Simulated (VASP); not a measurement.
Here is a VASP 6.6.1 calculation.

The input INCAR:

```
SYSTEM = Al12HO
PREC     = Accurate       ! precision mode
ENCUT    = 520            ! plane-wave cutoff, eV
EDIFF    = 1E-6           ! SCF threshold, eV
ISMEAR   = -1             ! smearing method
SIGMA    = 0.05           ! smearing width, eV
LREAL    = .False.        ! projectors in reciprocal space
LASPH    = .True.         ! aspherical terms in the spheres
NELM     = 60             ! most SCF steps
ALGO     = Fast           ! electronic algorithm
ISIF     = 2              ! what is computed and relaxed
LWAVE    = .False.        ! write WAVECAR
LCHARG   = .False.        ! write CHGCAR
GGA      = PS             ! functional
NBANDS   = 34             ! bands
```

KPOINTS

```
Automatic mesh
0
Gamma
  2 2 1
  0 0 0
```

Contents of POSCAR:

```
Al12HO
1.0
    5.7275650000      0.0000000000      0.0000000000
    2.8637820000      4.9602170000      0.0000000000
    0.0000000000      0.0000000000     18.6765370000
Al O H
12 1 1
Direct
    0.1666684945      0.1666660955      0.0535431167
    0.6666715499      0.1666660955      0.0535431167
    0.1666709227      0.6666643818      0.0535431167
    0.6666739781      0.6666643818      0.0535431167
   -0.1804311508      0.3415173167      0.1525389851
    0.3174181405      0.3330096244      0.1572775510
   -0.1798601084      0.8274234776      0.1610416321
    0.2988552271      0.8545997080      0.1712737217
    0.0842896923     -0.0370749909      0.3505574936
    0.5437936342      0.0681220197      0.2977479176
    0.0389741141      0.5919700691      0.2745048507
    0.4982767408      0.5370127960      0.3119421978
    0.9582766859     -0.0016733139      0.4348718395
    1.0842588939     -0.0298777251      0.4736156387
```

Potentials or basis: VASP PAW PBE potentials, release 64 (Al, O, H).

Command:

```bash
$ cat potpaw_PBE.64/Al/POTCAR potpaw_PBE.64/O/POTCAR potpaw_PBE.64/H/POTCAR > POTCAR
$ mpirun -np 1 vasp_std > vasp.out
```

Q: Predict the band gap on the k mesh.

A: None (metal or under the smearing width).

Q: Predict the largest force.

A: 2.470 eV/Å.

Forces on the atoms (eV/Å):
```
Al   0.132 -0.559 -1.072
Al  -0.509 -0.316 -1.032
Al   0.322  0.243 -0.754
Al  -0.405  0.782 -1.113
Al  -0.157 -0.115  2.462
Al   0.602 -0.095  1.381
Al  -0.033  0.841  0.120
Al  -0.006 -0.359  0.487
Al  -0.015  0.912 -0.608
Al  -0.735 -0.858 -0.468
Al  -0.966 -0.588  0.247
Al   1.754 -0.094 -0.561
O    0.255  0.125  0.828
H   -0.239  0.081  0.083
```

Caveat: the k mesh is coarse (spacing up to 0.63 Å⁻¹), so the values aren't converged; the PAW data sets were made with another functional, which shifts forces and pressure a little; an odd number of electrons without spin polarisation forces a metal; a magnetic or distorted state may lie lower.
